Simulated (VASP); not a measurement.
# GaP (F-43m) in VASP: a series of runs

The runs below take GaP through relaxation of cell and atoms, single point, with PBEsol, RPBE.

Everything below comes from runs of VASP 6.6.1. Logs are shortened: lines on timing, memory, paths and dates and some standing lists are left out, and cuts for length are marked.

**The experiment to reproduce.**

From “Stacking defects in GaP nanowires: Electronic structure and optical properties”, 2018, arxiv:1810.01194, for a bulk crystal of GaP at 10 K: band gap 2.34 eV (indirect).

The runs below are set against these values where they give the same quantity.

## (1) The crystal as given

It takes space group F-43m (No. 216, cubic). Conventional cell: a = 5.452 Å, b = 5.452 Å, c = 5.452 Å, α = 90.00°, β = 90.00°, γ = 90.00°. Ga (site symmetry -43m) is surrounded by 4 P at 2.36 Å. Around P (site symmetry -43m) lie 4 Ga at 2.36 Å.

The cell is a database's computed one.

## (2) Relaxation of cell and atoms, PBEsol

Input file INCAR:

```
SYSTEM = GaP
ALGO = Fast ; EDIFF = 1E-7
EDIFFG = -0.005 ; ENCUT = 300
GGA = PS ; IBRION = 2
ISIF = 3 ; ISMEAR = 0
LASPH = .True. ; LCHARG = .False.
LREAL = .False. ; LWAVE = .False.
NELM = 80 ; NSW = 90
PREC = Accurate ; SIGMA = 0.02
```

Input file KPOINTS:

```
k-points
0
Gamma
  8 8 8
  0 0 0
```

Input file POSCAR:

```
GaP
1.0
    0.0000000000      2.7258124900      2.7258124900
    2.7258124900      0.0000000000      2.7258124900
    2.7258124900      2.7258124900      0.0000000000
Ga P
1 1
Direct
    0.0000000000      0.0000000000      0.0000000000
    0.7500000000      0.7500000000      0.7500000000
```

Potentials or basis: VASP PAW PBE potentials, release 64 (Ga_d, P).

The run is started by

```sh
> cat potpaw_PBE.64/Ga_d/POTCAR potpaw_PBE.64/P/POTCAR > POTCAR
> mpirun -np 1 vasp_std > vasp.out
```

OUTCAR:

```text
SYSTEM = GaP
   EDIFF = 1E-7
   EDIFFG = -0.005
   ENCUT = 300
   GGA = PS
   IBRION = 2
   ISIF = 3
   ISMEAR = 0
   LASPH = .True.
   LREAL = .False.
   NELM = 80
   NSW = 90
   PREC = Accurate

 ion  position               nearest neighbor table
   1  0.000  0.000  0.000-   2 2.36   2 2.36   2 2.36   2 2.36
   2  0.750  0.750  0.750-   1 2.36   1 2.36   1 2.36   1 2.36

  LATTYP: Found a face centered cubic cell.
 ALAT       =     5.4516249800

  Lattice vectors:

 A1 = (   0.0000000000,   2.7258124900,   2.7258124900)
 A2 = (   2.7258124900,   0.0000000000,   2.7258124900)
 A3 = (   2.7258124900,   2.7258124900,   0.0000000000)

Analysis of symmetry for initial positions (statically):
=====================================================================
 Subroutine PRICEL returns:
 Original cell was already a primitive cell.

 Routine SETGRP: Setting up the symmetry group for a
 face centered cubic supercell.

 Subroutine GETGRP returns: Found 24 space group operations
 (whereof 24 operations were pure point group operations)
 out of a pool of 48 trial point group operations.

The static configuration has the point symmetry T_d .

Analysis of symmetry for dynamics (positions and initial velocities):
=====================================================================
 Subroutine PRICEL returns:
 Original cell was already a primitive cell.

 Routine SETGRP: Setting up the symmetry group for a
 face centered cubic supercell.

 Subroutine GETGRP returns: Found 24 space group operations
 (whereof 24 operations were pure point group operations)
 out of a pool of 48 trial point group operations.

The dynamic configuration has the point symmetry T_d .

 Subroutine INISYM returns: Found 24 space group operations
 (whereof 24 operations are pure point group operations),
 and found     1 'primitive' translations

----------------------------------------------------------------------------------------

                                     Primitive cell

  volume of cell :      40.5059

  direct lattice vectors                    reciprocal lattice vectors
     0.000000000  2.725812490  2.725812490    -0.183431546  0.183431546  0.183431546
     2.725812490  0.000000000  2.725812490     0.183431546 -0.183431546  0.183431546
     2.725812490  2.725812490  0.000000000     0.183431546  0.183431546 -0.183431546

  length of vectors
     3.854880992  3.854880992  3.854880992     0.317712758  0.317712758  0.317712758

  position of ions in fractional coordinates (direct lattice)
     0.000000000  0.000000000  0.000000000
     0.750000000  0.750000000  0.750000000

  ion indices of the primitive-cell ions
   primitive index   ion index
                 1           1
                 2           2

----------------------------------------------------------------------------------------

 KPOINTS: k-points

Automatic generation of k-mesh.
 Grid dimensions read from file:
 generate k-points for:    8    8    8

 Generating k-lattice:

  Cartesian coordinates                     Fractional coordinates (reciprocal lattice)
    -0.022928943  0.022928943  0.022928943     0.125000000  0.000000000  0.000000000
     0.022928943 -0.022928943  0.022928943     0.000000000  0.125000000  0.000000000
     0.022928943  0.022928943 -0.022928943     0.000000000  0.000000000  0.125000000

  Length of vectors
     0.039714095  0.039714095  0.039714095

  Shift w.r.t. Gamma in fractional coordinates (k-lattice)
     0.000000000  0.000000000  0.000000000

 Subroutine IBZKPT returns following result:
 ===========================================

 Found     29 irreducible k-points:

 Following reciprocal coordinates:
            Coordinates               Weight
  0.000000  0.000000  0.000000      1.000000
  0.125000  0.000000  0.000000      8.000000
  0.250000  0.000000  0.000000      8.000000
  0.375000  0.000000  0.000000      8.000000
  0.500000  0.000000  0.000000      4.000000
  0.125000  0.125000  0.000000      6.000000
[... 16 lines left out ...]
  0.500000  0.250000  0.125000     48.000000
 -0.375000  0.250000  0.125000     24.000000
 [... further k-points ...]
   k-points           NKPTS =     29   k-points in BZ     NKDIM =     29   number of bands    NBANDS=     13
   number of dos      NEDOS =    301   number of ions     NIONS =      2
   total plane-waves  NPLWV =  13824
   dimension x,y,z NGX =    24 NGY =   24 NGZ =   24
   dimension x,y,z NGXF=    48 NGYF=   48 NGZF=   48
   ions per type =               1   1
   NGX,Y,Z   is equivalent  to a cutoff of  10.35, 10.35, 10.35 a.u.
   NGXF,Y,Z  is equivalent  to a cutoff of  20.70, 20.70, 20.70 a.u.
 SYSTEM =  GaP
   PREC   = accura    normal or accurate (medium, high low for compatibility)
   ISTART =      0    job   : 0-new  1-cont  2-samecut
   ICHARG =      2    charge: 1-file 2-atom 10-const
   ISPIN  =      1    spin polarized calculation?
   LNONCOLLINEAR =      F non collinear calculations
   LSORBIT =      F    spin-orbit coupling
   LASPH  =      T    aspherical Exc in radial PAW
   ENCUT  =  300.0 eV  22.05 Ry    4.70 a.u.   5.44  5.44  5.44*2*pi/ulx,y,z
   NELM   =     80;   NELMIN=  2; NELMDL= -5     # of ELM steps
   EDIFF  = 0.1E-06   stopping-criterion for ELM
   LREAL  =      F    real-space projection
   EDIFFG = -.5E-02   stopping-criterion for IOM
   NSW    =     90    number of steps for IOM
   IBRION =      2    ionic relax: 0-MD 1-quasi-New 2-CG
   NFREE  =      1    steps in history (QN), initial steepest desc. (CG)
   ISIF   =      3    stress and relaxation
   ISYM   =      2    0-nonsym 1-usesym 2-fastsym
   POTIM  = 0.5000    time-step for ionic-motion
   TEBEG  =    0.0;   TEEND  =   0.0 temperature during run
   PSTRESS=    0.0 pullay stress
   NELECT =      18.0000    total number of electrons
   NUPDOWN=      -1.0000    fix difference up-down
   EMIN   =  10.00;   EMAX   =-10.00  energy-range for DOS
   EFERMI =   0.00;   METHOD = LEGACY
   ISMEAR =     0;   SIGMA  =   0.02  broadening in eV -4-tet -1-fermi 0-gaus
   EFERMI_NEDOS =   21; number of points for ismear=-14 and -15
   IALGO  =     68    algorithm
   IMIX   =      4    mixing-type and parameters
     AMIX     =   0.40;   BMIX     =  1.00
     AMIX_MAG =   1.60;   BMIX_MAG =  1.00
  volume/ion in A,a.u.               =      20.25       136.67
  Fermi-wavevector in a.u.,A,eV,Ry     =   1.249280  2.360796 21.234610  1.560700
  Thomas-Fermi vector in A             =   2.383328
   LORBIT       =      0    0 simple, 1 ext, 2 COOP (PROOUT), +10 PAW based schemes
   GGA     = PS    functional components
   LHFCALC =     F    Hartree Fock is set to
   AEXX    =    0.0000 exact exchange contribution
   IVDW    =     0    specifies the selected vdW correction
   LEPSILON=     F    determine dielectric tensor
   LRPA    =     F    only Hartree local field effects (RPA)
 conjugate gradient relaxation of ions
 non-spin polarized calculation
 RMM-DIIS sequential band-by-band and
 Gauss-broadening in eV      SIGMA  =   0.02
  energy-cutoff  :      300.00
  volume of cell :       40.51
 maximum number of plane-waves:       531
 NGX is ok and might be reduce to    24
   NGX = 11   NGY = 11   NGZ = 11

--------------------------------------- Ionic step        1  -------------------------------------------

 number of electron      17.9999983 magnetization

 Free energy of the ion-electron system (eV)
  ---------------------------------------------------
  ext. energy  EPLUGINS =         0.00000000
  ---------------------------------------------------
  free energy    TOTEN  =        -9.91949509 eV

  energy without entropy =       -9.91949509  energy(sigma->0) =       -9.91949509

------------------------ aborting loop because EDIFF is reached ----------------------------------------

  FORCE on cell =-STRESS in cart. coord.  units (eV):
  Direction    XX          YY          ZZ          XY          YZ          ZX
  --------------------------------------------------------------------------------------
  -------------------------------------------------------------------------------------
  Total       -0.2122326     -0.2122326     -0.2122326     -0.0000000      0.0000000     -0.0000000
  in kB       -8.3946926     -8.3946926     -8.3946926     -0.0000000      0.0000000     -0.0000000
  external PRESSURE =      -8.3946926 kB  Pullay stress =       0.0000000 kB
[... 57 lines left out ...]
  energy  without entropy=       -9.9201022037  energy(sigma->0) =       -9.92010220

--------------------------------------- Ionic step        3  -------------------------------------------

 number of electron      17.9999983 magnetization

 Free energy of the ion-electron system (eV)
  ---------------------------------------------------
  ext. energy  EPLUGINS =         0.00000000
  ---------------------------------------------------
  free energy    TOTEN  =        -9.92047923 eV

  energy without entropy =       -9.92047923  energy(sigma->0) =       -9.92047923

 E-fermi :   4.7859     XC(G=0): -10.0616

 val. band max:        4.6588601339   @ k =   0.0000   0.0000   0.0000
 cond. band min:       6.1589662890   @ k =   0.5000   0.5000   0.0000
 fundamental gap:      1.5001061550
 Fermi energy:         4.7858910423

 k-point     1 :       0.0000    0.0000    0.0000
  band No.  band energies     occupation
      1      -9.8821      2.00000
      2      -9.8821      2.00000
      3      -9.8821      2.00000
      4      -9.7785      2.00000
      5      -9.7785      2.00000
      6      -7.9330      2.00000
      7       4.6589      2.00000
      8       4.6589      2.00000
      9       4.6589      2.00000
     10       6.4809      0.00000
     11       8.4840      0.00000
     12       8.4840      0.00000
     13       8.4840      0.00000
[... 353 lines left out ...]
 k-point    24 :      -0.3750    0.2500    0.1250
  band No.  band energies     occupation
      1      -9.9746      2.00000
      2      -9.8502      2.00000
      3      -9.8375      2.00000
      4      -9.7842      2.00000
      5      -9.7711      2.00000
      6      -5.3966      2.00000
      7      -1.8577      2.00000
      8       1.3854      2.00000
      9       2.6726      2.00000
     10       8.0793      0.00000
     11       8.8490      0.00000
     12      11.0981      0.00000
     13      12.5282      0.00000

 [... further k-points ...]

------------------------ aborting loop because EDIFF is reached ----------------------------------------

  FORCE on cell =-STRESS in cart. coord.  units (eV):
  Direction    XX          YY          ZZ          XY          YZ          ZX
  --------------------------------------------------------------------------------------
  -------------------------------------------------------------------------------------
  Total        0.0025715      0.0025715      0.0025715     -0.0000000      0.0000000      0.0000000
  in kB        0.1026784      0.1026784      0.1026784     -0.0000000      0.0000000      0.0000000
  external PRESSURE =       0.1026784 kB  Pullay stress =       0.0000000 kB
[... 17 lines left out ...]
  FREE ENERGIE OF THE ION-ELECTRON SYSTEM (eV)
  ---------------------------------------------------
  free  energy   TOTEN  =        -9.9204792285 eV

  energy  without entropy=       -9.9204792285  energy(sigma->0) =       -9.92047923

 reached required accuracy - stopping structural energy minimisation
```

It took 16 s on 1 thread of Intel Xeon Platinum 8488C (Sapphire Rapids), shared host; peak memory 0.14 GiB.

The run converged, but some of its settings lie outside the range that counts as converged, so its numbers aren't taken as properties of the crystal.

What came out:

- Free energy: -9.9205 eV
- Relaxed volume: 20.06 Å³/atom
- Relaxed cell: a = 3.843 Å, b = 3.843 Å, c = 3.843 Å, α = 60.00°, β = 60.00°, γ = 60.00°
- Space group after relaxing (to 0.05 Å): F-43m (No. 216)
- Energy gained by relaxing: 0.5 meV/atom
- Ionic steps: 3
- Band gap on the k mesh: 1.50 eV, indirect (least direct gap 1.82 eV)

Caveat: the cutoff is under 1.25 times the usual one of these potentials, so pressure, stress and relaxed cells hold a basis-set (Pulay) error; the PAW data sets were made with another functional, which shifts forces and pressure a little.

(Part 1 of 2 ends here.)
